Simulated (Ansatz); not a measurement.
# Vibrational response of SnS₂ at 16 GPa

Level of theory: DFT PBEsol, scalar-relativistic, plane waves, PAW in Ansatz. Cutoff 420 eV, 12×12×8 k-points (Γ-centred), Fermi-Dirac smearing of 0.15 eV. No spin polarisation. Phonons by linear response, acoustic sum rule imposed.

The cell, relaxed at 16 GPa:
```xyz
3
Lattice="3.5218 0.0000 0.0000 -1.7609 3.0500 0.0000 0.0000 0.0000 4.9832" Properties=species:S:1:pos:R:3 pbc="T T T"
Sn    0.0000    0.0000    0.0000
S     1.7609    1.0167    1.4653
S     0.0000    2.0333    3.5179
```

In a metal, frequencies and elastic constants depend on the k mesh and the smearing, soft modes and shear constants most. Spin–orbit coupling is left out, which matters for heavy elements. A semilocal functional can close a gap that the real compound has.

Optical modes at Γ; i marks an imaginary frequency:
```
frequency (THz) degeneracy
           7.20           2
           8.53           2
          10.05           1
          10.57           1
```

All 6 optical modes at Γ are real: no displacement of atoms at fixed cell lowers the energy to second order. Strains and modes at other wave vectors aren't tested by this run.

Cost: 1 run of about 3.8 core-minutes, on Intel Xeon Processor @ 2.50GHz (Skylake/Cascade Lake) (shared hosts).